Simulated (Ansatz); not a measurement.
Input and command of a plane-wave DFT calculation in Ansatz:

```yaml
crystal:
  lattice:
    - [3.0648540856, 0.0, 0.0]
    - [-1.5324270428, 2.654241497, 0.0]
    - [0.0, 0.0, 4.8506782673]
  atoms:
    - { symbol: Sc, position: [0.3333333333, 0.6666666667, 0.25] }
    - { symbol: Sc, position: [0.6666666667, 0.3333333333, 0.75] }
basis:
  ecutwfc: 420
kpoints:
  mp_grid: { grid: [6, 6, 4] }
hamiltonian:
  xc: pbe
scf:
  occupations: { method: gaussian, width: 0.1 }
output:
  forces: true
  stress: true
  eigenvalues: true
```

```bash
ansatz run input.yaml --threads 1 --pin off --max-ram 2560MiB --backend cpu --events-out ev --progress --plain --runs-dir out
```

Processor: Arm Neoverse V2, 1 thread, on a host shared with other jobs.

**Question.** Estimate time, memory and problem size.

**Answer.** About 0.74 s on 1 thread of Arm Neoverse V2, with other jobs on the host, peak memory 0.28 GiB. It solves 15 bands at 21 k points (the mesh reduced by the symmetry that the task leaves, which can be less than the crystal's) with about 761 plane waves, in 6 SCF iterations.
